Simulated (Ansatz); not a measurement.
**Te2Pt: how the settings move a single-point run**

Question: which choices in the input matter for Te2Pt?

Method: reference: DFT, r2SCAN, plane waves, PAW, in Ansatz 0.2.0.

2 further runs of the same task are left out: 2 for a known fault of the program.

**1. The system as given**

Symmetry: P-3m1, No. 164, trigonal system. The conventional cell has a = 4.038 Å, b = 4.038 Å, c = 5.311 Å, α = 90.00°, β = 90.00°, γ = 120.00°. Around Pt (site symmetry -3m) lie 6 Te at 2.70 Å. Around Te (site symmetry 3m) lie 3 Pt at 2.70 Å.

Structure file:

```cif
data_structure
_symmetry_space_group_name_H-M 'P 1'
_symmetry_Int_Tables_number 1
_cell_length_a 4.0382
_cell_length_b 4.0382
_cell_length_c 5.3110
_cell_angle_alpha 90.000
_cell_angle_beta 90.000
_cell_angle_gamma 120.000
_cell_volume 75.00
loop_
_atom_site_label
_atom_site_type_symbol
_atom_site_fract_x
_atom_site_fract_y
_atom_site_fract_z
_atom_site_occupancy
Pt1 Pt 0.00000 0.00000 0.00000 1
Te1 Te 0.33333 0.66667 0.25685 1
Te2 Te 0.66667 0.33333 0.74315 1
```

**2. Baseline**

Contents of input.yaml:

```yaml
crystal:
  lattice:
    - [4.0381770492, 0.0, 0.0]
    - [-2.0190885246, 3.4971639096, 0.0]
    - [0.0, 0.0, 5.3109615727]
  atoms:
    - { symbol: Pt, position: [0.0, 0.0, 0.0] }
    - { symbol: Te, position: [0.3333333333, 0.6666666667, 0.2568463256] }
    - { symbol: Te, position: [0.6666666667, 0.3333333333, 0.7431536744] }
kpoints:
  mp_grid: { grid: [6, 6, 4] }
hamiltonian:
  xc: r2scan
scf:
  occupations: { method: fermi_dirac, width: 0.02 }
  n_extra_bands: 4
output:
  forces: true
  stress: true
  eigenvalues: true
```

Started as:

```bash
$ ansatz run input.yaml --threads 4 --pin off --max-ram 3686MiB --backend cpu --events-out ev --progress --plain --runs-dir out
```

**3. Changed: occupations.method gaussian, occupations.width 0.001**

Edit input.yaml of step 2 so:

```diff
@@ -14,3 +14,3 @@
 scf:
-  occupations: { method: fermi_dirac, width: 0.02 }
+  occupations: { method: gaussian, width: 0.001 }
   n_extra_bands: 4
```

**4. Changing settings: xc pbesol**

Edit input.yaml of step 2 so:

```diff
@@ -12,3 +12,3 @@
 hamiltonian:
-  xc: r2scan
+  xc: pbesol
 scf:
```

**5. Changing settings: mixing.ndim 2**

Edit input.yaml of step 2 so:

```diff
@@ -16,2 +16,4 @@
   n_extra_bands: 4
+  mixing: { ndim: 2 }
+  max_iter: 62
 output:
```

**6. Changing settings: preconditioner resta**

Edit input.yaml of step 2 so:

```diff
@@ -16,2 +16,3 @@
   n_extra_bands: 4
+  mixing: { preconditioner: resta }
 output:
```

**7. Changing settings: mp_grid.grid [5, 5, 5]**

Edit input.yaml of step 2 so:

```diff
@@ -10,3 +10,3 @@
 kpoints:
-  mp_grid: { grid: [6, 6, 4] }
+  mp_grid: { grid: [5, 5, 5] }
 hamiltonian:
```

**8. Changed: ecutwfc 300**

Edit input.yaml of step 2 so:

```diff
@@ -20 +20,3 @@
   eigenvalues: true
+basis:
+  ecutwfc: 300
```

**Question.** What will these runs give? Wanted: for each run, ending; energy change; pressure; gap; force.

As calculated:

| run | ending | energy change | pressure (GPa) | gap (eV) | force (eV/Å) | cycles | time |
| --- | --- | --- | --- | --- | --- | --- | --- |
| reference | converged | 0 | 1.4 | 0.00 | 0.02 | 6 | 3.9 s |
| 1: occupations.method gaussian, occupations.width 0.001 | converged | +0.1 meV/atom (σ→0) | 1.4 | 0.00 | 0.01 | 11 | 5.4 s |
| 2: xc pbesol | converged | not comparable | -1.3 | 0.00 | 0.06 | 6 | 1.6 s |
| 3: mixing.ndim 2 | converged | 0.0 meV/atom | 1.4 | 0.00 | 0.01 | 8 | 4.3 s |
| 4: preconditioner resta | converged | 0.0 meV/atom | 1.4 | 0.00 | 0.01 | 6 | 3.7 s |
| 5: mp_grid.grid [5, 5, 5] | converged | -7.7 meV/atom | 1.2 | 0.00 | 0.05 | 7 | 3.5 s |
| 6: ecutwfc 300 | converged | +103.3 meV/atom | 1.6 | 0.00 | 0.02 | 7 | 2 s |

Residual by cycle in the longest SCF loop of each run; runs are numbered as in the table. The quantity is the density residual dr2, in eV.

| cycle | reference | run 1 | run 2 | run 3 | run 4 | run 5 | run 6 |
| --- | --- | --- | --- | --- | --- | --- | --- |
| 1 | 0.0336 | 0.0336 | 0.017 | 0.0336 | 0.0336 | 0.0453 | 0.0279 |
| 2 | 0.0496 | 0.0103 | 0.0256 | 0.0496 | 0.00355 | 0.005 | 0.0302 |
| 3 | 3.2e-4 | 0.012 | 3.2e-4 | 3.2e-4 | 0.00126 | 9.7e-4 | 8.7e-4 |
| 4 | 5.5e-5 | 0.00759 | 1.3e-5 | 4.7e-5 | 3.8e-5 | 7.5e-5 | 3.6e-5 |
| 5 | 3.8e-6 | 0.00534 | 1.3e-6 | 8.9e-6 | 3.2e-6 | 3.0e-6 | 2.1e-6 |
| 6 | 7.6e-8 | 0.00211 | 1.4e-8 | 1.1e-6 | 5.6e-8 | 1.9e-7 | 3.1e-7 |
| 7 | - | 2.5e-4 | - | 1.5e-7 | - | 5.2e-9 | 5.5e-9 |
| 8 | - | 1.5e-5 | - | 7.3e-9 | - | - | - |
| 9 | - | 3.6e-6 | - | - | - | - | - |
| 10 | - | 4.7e-7 | - | - | - | - | - |
| 11 | - | 8.4e-8 | - | - | - | - | - |

What this shows: Run 6 ran under the cutoff that the potentials recommend, as the log warns, so basis error is mixed into its values, and swamps them where the cutoff is far short. Of the variants the dearest is «occupations.method gaussian, occupations.width 0.001» (5.4 s), the cheapest «xc pbesol» (1.6 s), on a shared host.
